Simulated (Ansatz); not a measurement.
# Pd (Im-3m) in Ansatz: notebook

One crystal, Pd, is run at these levels: RPBE; tasks: band structure.

Everything below comes from runs of Ansatz 0.2.0. Logs are shortened: lines on timing, memory, paths and dates and some standing lists are left out, and cuts for length are marked.

## 1. The undisturbed crystal

The structure is cubic, space group Im-3m (No. 229). Conventional cell: a = 3.145 Å, b = 3.145 Å, c = 3.145 Å, α = 90.00°, β = 90.00°, γ = 90.00°. Pd (site symmetry m-3m) is surrounded by 8 Pd at 2.72 Å.

This isn't the form of Pd at room conditions, which is fcc.

## 2. Band structure, RPBE (volume scaled by 1.15)

The input, run.py:

```python
import json

import ase.io
import numpy as np

import ansatz as az

atoms = ase.io.read("POSCAR", format="vasp")

calculation = (
    az.Crystal.from_ase(atoms)
    .calculation()
    .kpoints(12, 12, 12)
    .functional("rpbe")
    .pseudopotentials(kind="paw")
    .scf(extra_bands=6)
    .occupations(method="fermi_dirac", width=0.1)
    .band_structure(path=(((0.0, 0.0, 0.0), (0.5, -0.5, 0.5), (0.0, 0.0, 0.5), (0.0, 0.0, 0.0), (0.25, 0.25,
        0.25), (0.5, -0.5, 0.5)), ((0.25, 0.25, 0.25), (0.0, 0.0, 0.5))), intervals=14)
    .forces()
    .stress()
    .band_table(publish=True)
)
outcome = calculation.run(threads=2, events_out="events.jsonl")

report = outcome.report
for line in open("events.jsonl"):
    event = json.loads(line)
    if event["event"] == "scf_iter":
        d = event["data"]
        print(f"SCF {d['iter']:3d}  HF = {d['harris_foulkes_ev']:.6f} eV  dr2 = {d['dr2_ev']:.2e} eV")
    elif event["event"] in ("relax_step", "md_step"):
        d = event["data"]
        print(f"{event['event']} {d['step']:3d}  E = {d['lagrangian_ev']:.6f} eV")
np.set_printoptions(precision=5, suppress=True, linewidth=110)
print("converged:", report["converged"], "after", report["n_iterations"], "iterations")
print(f"free energy {report['free_energy_ev']:.6f} eV, Fermi level {report['fermi_energy_ev']:.4f} eV")
for key in ("band_edges_ev", "magnetization_mub", "site_moments_mub", "site_moments_nc_mub", "forces_ev_ang",
                "stress_gpa"):
    if report.get(key) is not None:
        print(key, np.array(report[key]), sep="\n")
```

The input, POSCAR:

```
Pd
1.0
   -1.6472623784      1.6472623784      1.6472623784
    1.6472623784     -1.6472623784      1.6472623784
    1.6472623784      1.6472623784     -1.6472623784
Pd
1
Direct
    0.0000000000      0.0000000000      0.0000000000
```

Potentials or basis: Ansatz PAW.

Started as:

```
python run.py
```

The program printed:

```text
DeckWarning: basis.ecutwfc = 420 eV, auto-derived from the records' recommended cutoffs: set by Pd (normal level)
PlacementWarning: RAYON_NUM_THREADS=2 ignored (pool sized by the plan → 2); use plan(threads=…)
SCF   1  HF = -6980.475262 eV  dr2 = 7.42e-03 eV
SCF   2  HF = -6980.473622 eV  dr2 = 3.86e-04 eV
SCF   3  HF = -6980.473722 eV  dr2 = 4.93e-05 eV
SCF   4  HF = -6980.473766 eV  dr2 = 7.84e-07 eV
SCF   5  HF = -6980.473767 eV  dr2 = 8.25e-08 eV
SCF   6  HF = -6980.473767 eV  dr2 = 7.99e-10 eV
converged: True after 6 iterations
free energy -6980.473767 eV, Fermi level 15.3064 eV
magnetization_mub
0.0
forces_ev_ang
[[-0.  0. -0.]]
stress_gpa
[[-11.8897   0.      -0.    ]
 [ -0.     -11.8897   0.    ]
 [ -0.       0.     -11.8897]]
```

bands.tsv:

```text
# k_distance	band_0	band_1	band_2	band_3	band_4	band_5	band_6	band_7	band_8	band_9	band_10	band_11	band_12	band_13	band_14
# fermi_ev = 15.306351
# lock_threshold_ev = 1e-6
# [0, 0, 0] at k_distance = 0.000000
# [0.5, -0.5, 0.5] at k_distance = 1.907160
# [0, 0, 0.5] at k_distance = 3.255725
# [0, 0, 0] at k_distance = 4.604291
# [0.25, 0.25, 0.25] at k_distance = 6.255940
# [0.5, -0.5, 0.5] at k_distance = 7.907589
# [0.25, 0.25, 0.25] at k_distance = 7.907589
# [0, 0, 0.5] at k_distance = 8.861169
# jumps = 71
# n_points = 86
# levels_relative_to = fermi_ev
# free_energy_ev = -6980.473767
# largest_residual_norms_ev = 2.830e-4 4.294e-4 3.523e-4 4.434e-4 7.508e-4 6.888e-4 7.680e-4 6.516e-4 7.222e-4 9.679e-4 1.116e-3 1.150e-3 1.571e-3 2.268e-3 4.245e-3
0.000000	-83.558428	-49.175439	-49.175439	-49.175439	-5.730072	-2.189876	-2.189876	-2.189876	-0.713958	-0.713958	18.694552	18.694552	18.694552	25.429579	25.429579
0.136226	-83.557820	-49.178721	-49.177306	-49.177306	-5.646188	-2.187457	-2.187457	-2.163735	-0.757698	-0.697082	18.513618	18.770665	18.770665	23.740792	25.237544
0.272451	-83.556037	-49.188258	-49.182826	-49.182826	-5.399146	-2.177517	-2.177517	-2.086244	-0.886049	-0.647476	18.072644	18.947825	18.947825	21.876238	24.225415
0.408677	-83.553193	-49.202992	-49.191764	-49.191764	-5.003974	-2.152619	-2.152619	-1.960205	-1.090750	-0.566112	17.542702	19.026852	19.026852	20.109579	23.329539
0.544903	-83.549467	-49.221371	-49.203743	-49.203743	-4.491610	-2.102255	-2.102255	-1.790332	-1.358781	-0.447122	17.035790	18.530921	18.624004	18.624004	23.066180
0.681129	-83.545087	-49.241558	-49.218197	-49.218197	-3.920806	-2.015040	-2.015040	-1.673561	-1.583229	-0.262195	16.602584	17.201473	17.630282	17.630282	23.588390
[... 63 lines left out ...]
7.789614	-83.515198	-49.331597	-49.331597	-49.327736	-3.811266	-3.811266	0.020908	0.117030	0.117030	8.529569	8.537700	8.537700	14.950804	15.634339	15.634339
7.907589	-83.514835	-49.331479	-49.331479	-49.331479	-3.842026	-3.842026	0.134590	0.134590	0.134590	8.588955	8.588955	8.588955	14.674176	15.531209	15.531209

7.907589	-83.532871	-49.275938	-49.275938	-49.275938	-2.633159	-2.633159	-2.633159	-0.526395	-0.526395	7.620365	8.466597	8.466597	8.466597	28.601452	28.601452
7.975702	-83.532886	-49.287613	-49.275608	-49.264304	-2.736017	-2.652401	-2.511990	-0.529809	-0.526813	7.504396	7.872875	8.644004	9.063449	27.715935	28.392429
8.043815	-83.532933	-49.299186	-49.274646	-49.252858	-2.821663	-2.708668	-2.371612	-0.539848	-0.528046	7.284820	7.291711	9.038548	9.660413	26.830691	27.909341
8.111927	-83.533008	-49.310503	-49.273079	-49.241741	-2.891378	-2.797795	-2.211325	-0.555876	-0.530032	6.704625	7.089813	9.537115	10.253860	26.002176	27.451160
8.180040	-83.533108	-49.321416	-49.270996	-49.231089	-2.946611	-2.913501	-2.030654	-0.576947	-0.532669	6.134214	6.922698	10.106050	10.839368	25.236492	27.027006
8.248153	-83.533227	-49.331780	-49.268492	-49.221031	-3.048168	-2.988957	-1.829363	-0.601836	-0.535823	5.575410	6.792626	10.730766	11.411552	24.537740	26.639102
8.316266	-83.533360	-49.341472	-49.265710	-49.211689	-3.193638	-3.020125	-1.607504	-0.629177	-0.539337	5.029843	6.695876	11.400350	11.963868	23.909058	26.288125
8.384379	-83.533500	-49.350357	-49.262792	-49.203173	-3.341877	-3.041895	-1.365484	-0.657522	-0.543034	4.499349	6.627142	12.103591	12.488453	23.353578	25.975664
8.452492	-83.533640	-49.358319	-49.259870	-49.195588	-3.485455	-3.056076	-1.104216	-0.685420	-0.546732	3.985986	6.580666	12.828091	12.976064	22.873817	25.702629
8.520605	-83.533772	-49.365236	-49.257078	-49.189011	-3.617816	-3.064434	-0.825411	-0.711531	-0.550229	3.492481	6.551217	13.416207	13.557860	22.472247	25.259813
8.588717	-83.533891	-49.371036	-49.254578	-49.183525	-3.733445	-3.068641	-0.734646	-0.553369	-0.532407	3.022805	6.533810	13.797524	14.269929	22.148906	24.526083
8.656830	-83.533991	-49.375631	-49.252485	-49.179195	-3.827883	-3.070192	-0.753733	-0.555997	-0.231977	2.584378	6.524492	14.108763	14.930807	21.903129	23.837638
8.724943	-83.534065	-49.378958	-49.250918	-49.176067	-3.897726	-3.070342	-0.767972	-0.557966	0.060365	2.193156	6.520096	14.339261	15.490242	21.731380	23.253176
8.793056	-83.534112	-49.380963	-49.249939	-49.174174	-3.940571	-3.070036	-0.776756	-0.559186	0.304772	1.889326	6.518486	14.481092	15.878094	21.630600	22.848837
8.861169	-83.534127	-49.381633	-49.249602	-49.173540	-3.955008	-3.069867	-0.779724	-0.559598	0.410750	1.763549	6.518128	14.528962	16.019360	21.597453	22.702003
```

engine_input.yaml:

```text
crystal:
  lattice:
    - [-1.6472623784, 1.6472623784, 1.6472623784]
    - [1.6472623784, -1.6472623784, 1.6472623784]
    - [1.6472623784, 1.6472623784, -1.6472623784]
  atoms:
    - { symbol: Pd, position: [0.0, 0.0, 0.0] }
kpoints:
  mp_grid:
    grid: [12, 12, 12]
  band_path:
    path:
      - [[0.0, 0.0, 0.0], [0.5, -0.5, 0.5], [0.0, 0.0, 0.5], [0.0, 0.0, 0.0], [0.25, 0.25, 0.25], [0.5, -0.5, 0.5]]
      - [[0.25, 0.25, 0.25], [0.0, 0.0, 0.5]]
    npoints: 14
hamiltonian:
  xc: rpbe
  pseudopotentials:
    kind: paw
scf:
  n_extra_bands: 6
  occupations:
    method: fermi_dirac
    width: 0.1
output:
  forces: true
  stress: true
  eigenvalues: true
```

It took 2 s on 2 threads of Arm Neoverse V1, shared host; peak memory 0.38 GiB.

What came out:

- Free energy: -6980.4738 eV
- Pressure: -11.9 GPa
- Band gap on the k mesh: none (metal or under the smearing width)

Levels at the corners of the path, in eV from the Fermi level:
```tsv
point	band 5	band 6	band 7	band 8	band 9	band 10	band 11	band 12	band 13	band 14
Γ	-5.73	-2.19	-2.19	-2.19	-0.71	-0.71	18.69	18.69	18.69	25.43
H	-3.84	-3.84	0.13	0.13	0.13	8.59	8.59	8.59	14.67	15.53
N	-3.96	-3.07	-0.78	-0.56	0.41	1.76	6.52	14.53	16.02	21.60
Γ	-5.73	-2.19	-2.19	-2.19	-0.71	-0.71	18.69	18.69	18.69	25.43
P	-2.63	-2.63	-2.63	-0.53	-0.53	7.62	8.47	8.47	8.47	28.60
H	-3.84	-3.84	0.13	0.13	0.13	8.59	8.59	8.59	14.67	15.53
P	-2.63	-2.63	-2.63	-0.53	-0.53	7.62	8.47	8.47	8.47	28.60
N	-3.96	-3.07	-0.78	-0.56	0.41	1.76	6.52	14.53	16.02	21.60
```

Caveat: the potentials were made for another functional, which shifts forces and pressure.

## 3. Band structure, RPBE (volume scaled by 1.15)

The input, input.yaml:

```yaml
crystal:
  lattice:
    - [-1.6472623784, 1.6472623784, 1.6472623784]
    - [1.6472623784, -1.6472623784, 1.6472623784]
    - [1.6472623784, 1.6472623784, -1.6472623784]
  atoms:
    - { symbol: Pd, position: [0.0, 0.0, 0.0] }
hamiltonian:
  xc: rpbe
  pseudopotentials: { kind: paw }
kpoints:
  mp_grid: { grid: [12, 12, 12] }
  band_path:
    path:
      - [[0.0, 0.0, 0.0], [0.5, -0.5, 0.5], [0.0, 0.0, 0.5], [0.0, 0.0, 0.0], [0.25, 0.25, 0.25], [0.5, -0.5, 0.5]]
      - [[0.25, 0.25, 0.25], [0.0, 0.0, 0.5]]
    npoints: 14
scf:
  occupations: { method: fermi_dirac, width: 0.1 }
  n_extra_bands: 6
output:
  forces: true
  stress: true
  eigenvalues: true
  fatbands: false
```

Potentials or basis: Ansatz PAW.

Started as:

```
ansatz run input.yaml --threads 2 --pin off --max-ram 5120MiB --backend cpu --events-out ev --progress --plain --runs-dir out
```

Run time: 1.2 s. Hardware: 2 threads of Arm Neoverse V1, shared host; peak memory 0.26 GiB.

The run converged. Its results:

```
Free energy            : -6980.4738 eV
Pressure               : -11.9 GPa
Band gap on the k mesh : none (metal or under the smearing width)
```

Levels at the corners of the path, in eV from the Fermi level:
| point | band 6 | band 7 | band 8 | band 9 | band 10 | band 11 | band 12 | band 13 |
| --- | --- | --- | --- | --- | --- | --- | --- | --- |
| Γ | -2.19 | -2.19 | -2.19 | -0.71 | -0.71 | 18.69 | 18.69 | 18.69 |
| H | -3.84 | 0.13 | 0.13 | 0.13 | 8.59 | 8.59 | 8.59 | 14.67 |
| N | -3.07 | -0.78 | -0.56 | 0.41 | 1.76 | 6.52 | 14.53 | 16.02 |
| Γ | -2.19 | -2.19 | -2.19 | -0.71 | -0.71 | 18.69 | 18.69 | 18.69 |
| P | -2.63 | -2.63 | -0.53 | -0.53 | 7.62 | 8.47 | 8.47 | 8.47 |
| H | -3.84 | 0.13 | 0.13 | 0.13 | 8.59 | 8.59 | 8.59 | 14.67 |
| P | -2.63 | -2.63 | -0.53 | -0.53 | 7.62 | 8.47 | 8.47 | 8.47 |
| N | -3.07 | -0.78 | -0.56 | 0.41 | 1.76 | 6.52 | 14.53 | 16.02 |

Caveat: the PAW data sets come from PBE, with cores solved anew for the run's functional, which leaves a small shift of forces and pressure.
